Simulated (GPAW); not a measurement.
K, 1 atom in the cell. It takes space group Fm-3m (No. 225, cubic). Conventional cell: a = 6.784 Å, b = 6.784 Å, c = 6.784 Å, α = 90.00°, β = 90.00°, γ = 90.00°. This isn't the form of K at room conditions, which is bcc.

| Property | Result |
| --- | --- |
| Program | GPAW 26.7.0 |
| Task | RPA correlation energy |
| Functional | PBE |
| Potentials or basis | GPAW PAW data sets (gpaw-data 1.2.1) |
| Cutoff | 450 eV |
| Basis | pw |
| k mesh | 3 × 3 × 3 |
| Occupations | fermi-dirac, width 0.05 eV |
| Spin | no spin polarisation |
| Response ecut | 200 eV |
| Kernel | RPA |
| Over volumes | no |
| N frequencies | 16 |
| Maxiter | 150 |
| Skip gamma | yes |
| Response ecuts | [128.0, 160.0, 200] eV |

Potentials or basis: GPAW PAW data sets (gpaw-data 1.2.1), pw.

The run is started by

```console
$ OMP_NUM_THREADS=1 python run.py
```

Hardware: 1 thread of Intel(R) Xeon(R) Platinum 8488C (Sapphire Rapids), with other jobs on the host.

Question: How long does it take, and how much memory?

Answer: It took 110 s on 1 thread of Intel(R) Xeon(R) Platinum 8488C (Sapphire Rapids), with other jobs on the host, peak memory 0.43 GiB. Counts: scf iterations 10.
